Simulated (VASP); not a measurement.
A run of VASP 6.6.1 is set up as follows.

Contents of INCAR:

```
SYSTEM = GaN
ALGO     = Fast           ! electronic algorithm
EDIFF    = 1E-6           ! SCF threshold, eV
ENCUT    = 700            ! plane-wave cutoff, eV
GGA      = PS             ! functional
ISIF     = 2              ! what is computed and relaxed
ISMEAR   = 0              ! smearing method
LASPH    = .TRUE.         ! aspherical terms in the spheres
LCHARG   = .FALSE.        ! write CHGCAR
LREAL    = .FALSE.        ! projectors in reciprocal space
LWAVE    = .FALSE.        ! write WAVECAR
NELM     = 60             ! most SCF steps
PREC     = Accurate       ! precision mode
SIGMA    = 0.02           ! smearing width, eV
```

The input KPOINTS:

```
k-points
0
G
  14 14 14
  0 0 0
```

File POSCAR:

```
GaN
1.0
    0.0000000000      2.1108000000      2.1108000000
    2.1108000000      0.0000000000      2.1108000000
    2.1108000000      2.1108000000      0.0000000000
Ga N
1 1
Direct
    0.0000000000      0.0000000000      0.0000000000
    0.5000000000      0.5000000000      0.5000000000
```

Potentials or basis: VASP PAW PBE potentials, release 64 (Ga_d, N).

Launch:

```sh
$ cat potpaw_PBE.64/Ga_d/POTCAR potpaw_PBE.64/N/POTCAR > POTCAR
$ mpirun -np 1 vasp_std > vasp.out
```

(1) What does it give for the band gap on the k mesh?

(2) What does it give for the pressure?

## Answers

(1) 0.53 eV, indirect (least direct gap 2.80 eV).

(2) 0.0 GPa.

Caveat: the PAW data sets were made with another functional, which shifts forces and pressure a little.
